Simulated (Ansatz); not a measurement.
Runs of Ansatz 0.2.0 on CuI. Symmetry: P4/nmm, No. 129, tetragonal system. The conventional cell has a = 4.090 Å, b = 4.090 Å, c = 6.551 Å, α = 90.00°, β = 90.00°, γ = 90.00°. Around I (site symmetry 4mm) lie 4 Cu at 2.65 Å. Cu (site symmetry -4m2) has 4 I at 2.65 Å and 4 Cu at 2.89 Å as nearest neighbours. Measurements of this composition are mostly on another form, of space group No. 216.

```tsv
task	level	U	cell	cutoff (eV)	gap on the mesh (eV)	pressure (GPa)	largest force (eV/Å)
density of states	PBEsol+U	Cu d U = 4 eV	as given	255	2.03	-0.9	0.17
relaxation of cell and atoms	PBEsol	-	relaxed	-	(c)	0.0	-
relaxation of cell and atoms	PBEsol	-	relaxed to 10 GPa	-	1.49	10.0	-
relaxation of cell and atoms	PBEsol	-	relaxed to 30 GPa	-	0.83	30.0	-
density of states	PBEsol+U	Cu d U = 6 eV	as given	255	2.21	(a)	0.14
density of states	PBEsol+U	Cu d U = 2 eV	as given	255	(b)	-1.3	0.21
relaxation of cell and atoms	PBEsol	-	relaxed to 20 GPa	-	1.19	20.0	-
relaxation of cell and atoms	PBEsol	-	relaxed to 5 GPa	-	(d)	5.0	-
```

Alike in all rows: potentials or basis all-electron LAPW, scalar-relativistic; no spin polarisation; k mesh 7 × 7 × 4; smearing fermi-dirac 0.05 eV; basis error allowed 0.002 eV/atom.

Task: Fill in the values left out.

Result: (a) -0.6; (b) 1.79; (c) 1.52; (d) 1.47.

Caveats: spin-orbit coupling is left out, which moves the levels of the heavy elements; this functional lacks dispersion, which binds the layers, so the pressure and a relaxed spacing across them are unreliable; an odd mesh through Γ misses points on the zone boundary, where band edges often lie (some runs); U is the effective U less J, on atomic orbitals that reach past the spheres (some runs); the density of states is complete only up to the lowest level of the last band computed (some runs).

A k mesh can miss the band edges, and the runs leave out spin-orbit coupling on I.
